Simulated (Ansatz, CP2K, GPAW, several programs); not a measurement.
**AlN from cheap methods to r2SCAN**

How much accuracy does each second buy? AlN is computed with 7 methods, from the cheapest up to r2SCAN.

Program: CP2K, GPAW, Ansatz (versions at each run). Level of theory: no spin polarisation, static lattice; gaps from single points on the cell relaxed beforehand with r²SCAN. These are calculated values, not measurements.

## (1) Starting point

It takes space group Fm-3m (No. 225, cubic). The conventional cell has a = 4.038 Å, b = 4.038 Å, c = 4.038 Å, α = 90.00°, β = 90.00°, γ = 90.00°. Al (site symmetry m-3m) has 6 N at 2.02 Å as nearest neighbours. N (site symmetry m-3m) has 6 Al at 2.02 Å as nearest neighbours.

Structure file:

```
Al N
1.0
     0.00000    2.01887    2.01887
     2.01887    0.00000    2.01887
     2.01887    2.01887    0.00000
Al N
1 1
Direct
  0.00000 0.00000 0.00000
  0.50000 0.50000 0.50000
```

The structure type (rocksalt) is imposed and need not be the compound's stable one.

**Question.** The methods are PBE/DZVP, PBE/single-zeta, PBE/SZV, coarse PBE, GLLB-SC, PBE, r2SCAN. What gap does r2SCAN give on this cell, and which other methods (full PBE left aside) come nearest to r2SCAN and farthest in gap, volume and bulk modulus?

| quantity | value |
| --- | --- |
| r2SCAN | gap 5.52 eV, 8.23 Å³/atom, B₀ 276 GPa |
| gap: nearest and farthest of the other methods | coarse PBE (-0.89 eV), GLLB-SC (+2.03 eV) |
| volume: nearest and farthest of the other methods | PBE/DZVP (+2.0 %), PBE/SZV (+9.6 %) |
| bulk modulus: nearest and farthest of the other methods | PBE/DZVP (-11 %), PBE/SZV (-24 %) |

In words: Among the 5 methods compared for the gap (full PBE left aside), coarse PBE is nearest to r2SCAN and GLLB-SC farthest. Among the 2 methods compared for the volume (full PBE left aside), PBE/DZVP is nearest to r2SCAN and PBE/SZV farthest. For the bulk modulus, of the 2 methods compared (full PBE left aside), PBE/DZVP comes nearest to r2SCAN and PBE/SZV is farthest. A minimal basis or a coarse cutoff and mesh shifts results by its own error, so closeness to r2SCAN can be chance. GLLB-SC is compared with its derivative discontinuity added. No volume is given for PBE/single-zeta, coarse PBE, which can hide a larger miss. CPU times run from 0.34 s (coarse PBE) to 23 s (PBE/DZVP). On this cell PBE/DZVP, PBE/single-zeta, PBE/SZV, GLLB-SC cost more than r2SCAN itself (1.7 s), so they are no saving here. r2SCAN is a yardstick, not the truth: it usually gives gaps below the measured ones.
